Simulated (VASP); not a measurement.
# Sr (Im-3m) in VASP: further runs, part 2 of 2

VASP 6.6.1. The steps go on from the part before.

## 3. Single point, r2SCAN50

The input, run.py:

```python
from ase.calculators.vasp import Vasp
from ase.dft.bandgap import bandgap
from ase.spacegroup import crystal

atoms = crystal(
    ['Sr'],
    basis=[[0.0, 0.0, 0.0]],
    spacegroup=229,
    setting=1,
    cellpar=[4.87, 4.87, 4.87, 90.0, 90.0, 90.0],
    primitive_cell=True,
)
calc = Vasp(
    directory='calc',
    pp='PBE',
    setups='recommended',
    prec='Low',
    encut=520,
    ediff=1e-07,
    ismear=0,
    sigma=0.01,
    lreal='On',
    lasph=True,
    nelm=80,
    algo='Normal',
    isif=2,
    lwave=False,
    lcharg=False,
    metagga='R2SCAN',
    lhfcalc=True,
    aexx=0.5,
    lmixtau=True,
    precfock='Fast',
    hfrcut=-1,
    kpts=[4, 4, 4],
    gamma=True,
)
atoms.calc = calc

print('energy (eV):', atoms.get_potential_energy())
print('free energy (eV):', atoms.get_potential_energy(force_consistent=True))
print('forces (eV/A):')
print(atoms.get_forces())
print('stress (eV/A^3, Voigt):', atoms.get_stress())
print('Fermi level (eV):', calc.get_fermi_level())
gap, top, bottom = bandgap(calc)
print('band gap (eV):', gap, 'from (spin, k, band)', top, 'to', bottom)
```

Potentials or basis: VASP PAW PBE potentials, release 64 (Sr_sv).

Launch:

```console
> python run.py
```

The program printed:

```text
energy (eV): 1.49216123
free energy (eV): 1.49173992
forces (eV/A):
[[-0. -0.  0.]]
stress (eV/A^3, Voigt): [ 0.7570757  0.7570757  0.7570757 -0.         0.        -0.       ]
Fermi level (eV): 1.34012299
band gap (eV): 0.0 from (spin, k, band) (None, None, None) to (None, None, None)
```

OUTCAR:

```text
AEXX = 0.500000
   ENCUT = 520.000000
   EDIFF = 1.00e-07
   METAGGA = R2SCAN
   PREC = Low
[... 307 lines left out ...]

 POSITION                                       TOTAL-FORCE (eV/Angst)
 -----------------------------------------------------------------------------------
      0.00000      0.00000      0.00000        -0.000000     -0.000000      0.000000
 -----------------------------------------------------------------------------------
    total drift:                                0.000000      0.000000     -0.000001

  FREE ENERGIE OF THE ION-ELECTRON SYSTEM (eV)
  ---------------------------------------------------
  free  energy   TOTEN  =         1.4917399180 eV

  energy  without entropy=        1.4925825504  energy(sigma->0) =        1.49216123
```

INCAR:

```text
AEXX = 0.500000
ENCUT = 520.000000
SIGMA = 0.010000
HFRCUT = -1.000000
EDIFF = 1.00e-07
ALGO = Normal
METAGGA = R2SCAN
PREC = Low
PRECFOCK = Fast
ISIF = 2
ISMEAR = 0
NELM = 80
LASPH = .TRUE.
LCHARG = .FALSE.
LHFCALC = .TRUE.
LWAVE = .FALSE.
LMIXTAU = .TRUE.
LREAL = On
```

Wall time 3.6 min (1 thread of AMD EPYC 7R43 (Zen 3), shared host); peak memory 0.09 GiB.

The run converged, but some of its settings lie outside the range that counts as converged (typed here: PREC = Low; LREAL = On), so its numbers aren't taken as properties of the crystal.

Results:

```yaml
Free_energy: 1.4917 eV
Pressure: -121.3 GPa
Band_gap_on_the_k_mesh: none (metal or under the smearing width)
```

Caveat: the k mesh is coarse (spacing up to 0.46 Å⁻¹), so the values aren't converged, least of all with exact exchange; a pressure of tens of GPa on the cell as given is suspect, and the run, the potentials or the cell itself is likely at fault; the PAW data sets were made with another functional, which shifts forces and pressure a little.

## 4. Single point, LDA

The input, INCAR:

```
  ALGO = Normal
  EDIFF = 1E-6
  ENCUT = 500
  GGA = CA
  ISIF = 2
  ISMEAR = 1
  LASPH = T
  LCHARG = F
  LREAL = F
  LWAVE = F
  NBANDS = 11
  NELM = 100
  PREC = Accurate
  SIGMA = 0.2
```

The input, KPOINTS:

```
k-points
0
Monkhorst-Pack
  2 2 2
```

The input, POSCAR:

```
Sr
1.0
   -2.4350000000      2.4350000000      2.4350000000
    2.4350000000     -2.4350000000      2.4350000000
    2.4350000000      2.4350000000     -2.4350000000
Sr
1
Cartesian
    0.0000000000      0.0000000000      0.0000000000
```

Potentials or basis: VASP PAW LDA potentials, release 64 (Sr_sv).

Launch:

```console
> cat potpaw_LDA.64/Sr_sv/POTCAR > POTCAR
> mpirun -np 1 vasp_std > vasp.out
```

Run time: 2.6 s. Hardware: 1 thread of AMD EPYC 7R43 (Zen 3), shared host; peak memory 0.11 GiB.

The run converged, but some of its settings lie outside the range that counts as converged (typed here: shifted = yes; k = 2 × 2 × 2), so its numbers aren't taken as properties of the crystal.

What came out:

```yaml
Free_energy: -1.8646 eV
Pressure: -1.0 GPa
```

Caveat: the k mesh is coarse (spacing up to 0.91 Å⁻¹), so the values aren't converged.

## 5. Single point, r2SCAN0+D4

The input, run.py:

```python
from ase.calculators.vasp import Vasp
from ase.dft.bandgap import bandgap
from ase.io import read

atoms = read('Sr.cif', primitive_cell=True, subtrans_included=False)
calc = Vasp(
    directory='calc',
    pp='PBE',
    setups='minimal',
    prec='Accurate',
    encut=400,
    ediff=1e-06,
    ismear=0,
    sigma=0.01,
    lreal=False,
    lasph=True,
    nelm=100,
    algo='Normal',
    isif=2,
    lwave=False,
    lcharg=False,
    metagga='R2SCAN',
    lhfcalc=True,
    aexx=0.25,
    lmixtau=True,
    precfock='Fast',
    ivdw=13,
    vdw_s6=1.0,
    vdw_s8=0.8992,
    vdw_a1=0.4778,
    vdw_a2=5.8779,
    kspacing=0.5,
)
atoms.calc = calc

print('energy (eV):', atoms.get_potential_energy())
print('free energy (eV):', atoms.get_potential_energy(force_consistent=True))
print('forces (eV/A):')
print(atoms.get_forces())
print('stress (eV/A^3, Voigt):', atoms.get_stress())
print('Fermi level (eV):', calc.get_fermi_level())
gap, top, bottom = bandgap(calc)
print('band gap (eV):', gap, 'from (spin, k, band)', top, 'to', bottom)
```

The input, Sr.cif:

```cif
data_Sr
_cell_length_a 4.87000000
_cell_length_b 4.87000000
_cell_length_c 4.87000000
_cell_angle_alpha 90.00000000
_cell_angle_beta 90.00000000
_cell_angle_gamma 90.00000000
_space_group_name_H-M_alt 'Im-3m'
_space_group_name_Hall '-I 4 2 3'
_space_group_IT_number 229
loop_
_space_group_symop_operation_xyz
'x,y,z'
'-x,-y,-z'
'-y,x,z'
'y,-x,-z'
'-x,-y,z'
'x,y,-z'
'y,-x,z'
'-y,x,-z'
'x,-y,-z'
'-x,y,z'
'-y,-x,-z'
'y,x,z'
'-x,y,-z'
'x,-y,z'
'y,x,-z'
'-y,-x,z'
'z,x,y'
'-z,-x,-y'
'z,-y,x'
'-z,y,-x'
'z,-x,-y'
'-z,x,y'
'z,y,-x'
'-z,-y,x'
'-z,x,-y'
'z,-x,y'
'-z,-y,-x'
'z,y,x'
'-z,-x,y'
'z,x,-y'
'-z,y,x'
'z,-y,-x'
'y,z,x'
'-y,-z,-x'
'x,z,-y'
'-x,-z,y'
'-y,z,-x'
'y,-z,x'
'-x,z,y'
'x,-z,-y'
'-y,-z,x'
'y,z,-x'
'-x,-z,-y'
'x,z,y'
'y,-z,-x'
'-y,z,x'
'x,-z,y'
'-x,z,-y'
'x+1/2,y+1/2,z+1/2'
'-x+1/2,-y+1/2,-z+1/2'
'-y+1/2,x+1/2,z+1/2'
'y+1/2,-x+1/2,-z+1/2'
'-x+1/2,-y+1/2,z+1/2'
'x+1/2,y+1/2,-z+1/2'
'y+1/2,-x+1/2,z+1/2'
'-y+1/2,x+1/2,-z+1/2'
'x+1/2,-y+1/2,-z+1/2'
'-x+1/2,y+1/2,z+1/2'
'-y+1/2,-x+1/2,-z+1/2'
'y+1/2,x+1/2,z+1/2'
'-x+1/2,y+1/2,-z+1/2'
'x+1/2,-y+1/2,z+1/2'
'y+1/2,x+1/2,-z+1/2'
'-y+1/2,-x+1/2,z+1/2'
'z+1/2,x+1/2,y+1/2'
'-z+1/2,-x+1/2,-y+1/2'
'z+1/2,-y+1/2,x+1/2'
'-z+1/2,y+1/2,-x+1/2'
'z+1/2,-x+1/2,-y+1/2'
'-z+1/2,x+1/2,y+1/2'
'z+1/2,y+1/2,-x+1/2'
'-z+1/2,-y+1/2,x+1/2'
'-z+1/2,x+1/2,-y+1/2'
'z+1/2,-x+1/2,y+1/2'
'-z+1/2,-y+1/2,-x+1/2'
'z+1/2,y+1/2,x+1/2'
'-z+1/2,-x+1/2,y+1/2'
'z+1/2,x+1/2,-y+1/2'
'-z+1/2,y+1/2,x+1/2'
'z+1/2,-y+1/2,-x+1/2'
'y+1/2,z+1/2,x+1/2'
'-y+1/2,-z+1/2,-x+1/2'
'x+1/2,z+1/2,-y+1/2'
'-x+1/2,-z+1/2,y+1/2'
'-y+1/2,z+1/2,-x+1/2'
'y+1/2,-z+1/2,x+1/2'
'-x+1/2,z+1/2,y+1/2'
'x+1/2,-z+1/2,-y+1/2'
'-y+1/2,-z+1/2,x+1/2'
'y+1/2,z+1/2,-x+1/2'
'-x+1/2,-z+1/2,-y+1/2'
'x+1/2,z+1/2,y+1/2'
'y+1/2,-z+1/2,-x+1/2'
'-y+1/2,z+1/2,x+1/2'
'x+1/2,-z+1/2,y+1/2'
'-x+1/2,z+1/2,-y+1/2'
loop_
_atom_site_label
_atom_site_type_symbol
_atom_site_symmetry_multiplicity
_atom_site_Wyckoff_symbol
_atom_site_fract_x
_atom_site_fract_y
_atom_site_fract_z
_atom_site_occupancy
Sr1 Sr 2 a 0.0000000000 0.0000000000 0.0000000000 1
```

Potentials or basis: VASP PAW PBE potentials, release 64 (Sr_sv).

Launch:

```console
> python run.py
```

Run time: 1.8 min. Hardware: 1 thread of AMD EPYC 7R43 (Zen 3), shared host; peak memory 0.13 GiB.

The run converged, but some of its settings lie outside the range that counts as converged (typed here: ENCUT = 400; KSPACING = 0.5), so its numbers aren't taken as properties of the crystal.

Results:

```yaml
Free_energy: -11.8472 eV
Pressure: -0.8 GPa
Band_gap_on_the_k_mesh: none (metal or under the smearing width)
Dispersion_energy_per_atom: -0.055 eV
```

Caveat: the PAW data sets were made with another functional, which shifts forces and pressure a little; pairwise dispersion overbinds metals, which lowers pressure and volume.

## 6. For comparison

An earlier run on the cell as given: functional PBE; potentials or basis VASP PAW PBE potentials, release 64 (Sr_sv); cutoff 520 eV; k mesh 8 × 8 × 8; occupations fermi-dirac, width 0.05 eV; no spin polarisation.

* Pressure: -0.7 GPa
* Band gap on the k mesh: none (metal or under the smearing width)
